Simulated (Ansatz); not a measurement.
Cd: a run of Ansatz with trial settings.

```yaml
crystal:
  lattice:
    - [1.6080291515, 0.9283960635, 2.44928741]
    - [-1.6080291515, 0.9283960635, 2.44928741]
    - [0.0, -1.856792127, 2.44928741]
  atoms:
    - { symbol: Cd, position: [0.0, 0.0, 0.0] }
basis:
  ecutwfc: 420
kpoints:
  mp_grid: { kspacing: 1.1 }
hamiltonian:
  xc: pbe
scf:
  occupations: { method: methfessel_paxton, width: 0.03 }
output:
  forces: true
  stress: true
  eigenvalues: true
  populations: true
```

Command:

```bash
ansatz run input.yaml --threads 1 --pin off --max-ram 1331MiB --backend cpu --events-out ev --progress --plain --runs-dir out
```

From the log (HF is the Harris–Foulkes energy, dr2 the density residual in eV):

```text
Pseudopotential: Cd, paw, valence charge 20, recommended cutoff 420 eV (normal)
Crystal: 1 atom, lattice volume = 21.939 Å³
Basis set: ecut = 420 eV, 435 PW (Γ), exchange–correlation on 48×48×48 points (8 copies of the dense FFT grid, shifted against one another)
Bands: 14, of which v1, the nominal top of the filled ones, is band 10 counted from 1 (9 counted from 0)
Symmetry: 12 space group operations
Space group: R-3m (ITA 166), of the structure as read, at distance tolerance 2.8e-5 Å
k-points: 6 of 27
Initial density: superposition of atomic densities, corrected by the library's trained network
SCF iter   1: HF=-8254.268167 eV  Δρ=2.98e-3  dr2=1.49e-3
SCF iter   2: HF=-8254.268451 eV  S|Δr|=    0.00e0  Δρ=1.57e-3  dr2=3.24e-4
SCF iter   3: HF=-8254.268541 eV  S|Δr|=    0.00e0  Δρ=4.39e-4  dr2=3.16e-5
SCF iter   4: HF=-8254.268491 eV  S|Δr|=    0.00e0  Δρ=9.31e-5  dr2=9.93e-7
SCF iter   5: F=-8254.268492 eV  HF=-8254.268492 eV  S|Δr|=    0.00e0  Δρ=8.94e-6  dr2=6.79e-9
SCF 1 converged in 5 iterations: F = -8254.268492 eV  dr2 = 6.79e-9
SCF converged after 5 iterations
Stability not checked: this state was not tested for a lower state beside it, because cold or Methfessel-Paxton smearing, or corrected tetrahedra, fill the levels in a way that the test cannot read (fill_not_monotonic; see scf.lower_state_search)
Free energy (F): -8254.268492 eV
E sigma→0 (E₀):  -8254.268492 eV
Fermi energy:    15.087342 eV
Step filling:    the computed levels leave a gap of 2.0214 eV = 67.4 smearing widths at the electron count; against every level under it full and every level over it empty, smearing changes F+E_penalty+E_count by +0.00e0 meV and its σ→0 estimate by +0.00e0 meV
--- Forces (eV/Å), atoms counted from 1 ---
  atom   1  Cd     0.00000000    -0.00000000     0.00000000
--- Stress (GPa, compression-positive) ---
        3.120504      -0.000000      -0.000000
       -0.000000       3.120504       0.000000
       -0.000000       0.000000       7.981090
  P = ⅓ Tr σ = 4.7407 GPa (47.407 kbar)
```

These settings were drawn at random to show what each does; none of the numbers is a converged property of the crystal.